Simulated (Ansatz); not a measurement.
# Sb: further runs on the relaxed cell

An exercise on one series of results from a longer session: the logs are not shown, and one member is left open.

Program: Ansatz 0.2.0. Level of theory: DFT PBEsol, scalar-relativistic, plane waves, PAW. These are calculated values, not measurements.

1 further run of the same task is left out (set aside as unsound or not needed).

### Starting point

The structure is trigonal, space group R-3m (No. 166). The conventional cell has a = 4.322 Å, b = 4.322 Å, c = 11.060 Å, α = 90.00°, β = 90.00°, γ = 120.00°. Sb (site symmetry 3m) is surrounded by 6 Sb at 2.93 to 3.30 Å.

Structure file:

```
Sb
1.0
     2.16103    1.24767    3.68682
    -2.16103    1.24767    3.68682
     0.00000   -2.49534    3.68682
Sb
2
Direct
  0.23569 0.23569 0.23569
  0.76431 0.76431 0.76431
```

It is the result of an earlier relaxation at this level (volume 29.82 Å³/atom; gap on the mesh: none (metal)).

The first run:

Input file input.yaml:

```yaml
crystal:
  lattice:
    - [2.1610267029, 1.2476693486, 3.6868246387]
    - [-2.1610267029, 1.2476693486, 3.6868246387]
    - [0.0, -2.4953386973, 3.6868246387]
  atoms:
    - { symbol: Sb, position: [0.2356859576, 0.2356859576, 0.2356859576] }
    - { symbol: Sb, position: [0.7643140424, 0.7643140424, 0.7643140424] }
basis:
  ecutwfc: 420
kpoints:
  mp_grid: { grid: [12, 12, 12] }
  band_path:
    path:
      - [[0.0, 0.0, 0.0], [0.5, 0.5, 0.5], [0.75698443, 0.24301557, 0.5]]
      - [[0.5, -0.24301557, 0.24301557], [0.5, 0.0, 0.0], [0.0, 0.0, 0.0], [0.37150778, -0.37150778, 0.0]]
      - [[0.62849222, 0.0, 0.37150778], [0.5, 0.0, 0.5], [0.0, 0.0, 0.0]]
    npoints: 14
hamiltonian:
  xc: pbesol
scf:
  occupations: { method: gaussian, width: 0.1 }
  n_extra_bands: 6
output:
  forces: true
  stress: true
  eigenvalues: true
  populations: true
  dos: { projected: true, de: 0.02, nscf_kmesh: { grid: [18, 18, 18] } }
  bader: true
```

Launch:

```bash
> ansatz run input.yaml --threads 1 --pin off --max-ram 2560MiB --backend cpu --events-out ev --progress --plain --runs-dir out
```

Steps of the session up to this table: Electronic structure at the relaxed geometry; The cell scaled to 0.97 of its volume; The cell scaled to 1.03 of its volume; Volume × 0.94; Volume × 1.06.

One of the session's tables, all rows but one given; the rest of the session is left out.

It belongs to the step «Fit of the equation of state». 

| volume (Å³/atom) | energy above the lowest point (meV/atom) | pressure (GPa) |
| --- | --- | --- |
| 28.032 | 16.9 | 3.14 |
| 28.927 | 4.0 | 1.43 |
| 29.822 | 0.0 | 0.00 |
| 30.716 | ? | ? |
| 31.611 | 12.4 | -2.07 |

**Question.** Estimate the row for volume (Å³/atom) = 30.716.

Worked estimate for «energy above the lowest point (meV/atom)». A straight line through the neighbours (29.822, 0.0) and (31.611, 12.4) gives 0.0 + (12.4 − 0.0) × (30.716 − 29.822) / (31.611 − 29.822) = 6.2; a parabola fitted to 3 rows on both sides gives 2.8.

As computed: energy above the lowest point (meV/atom): 3.3; pressure (GPa): -1.19. In «energy above the lowest point (meV/atom)» the line misses by +2.9 and the parabola by -0.5.
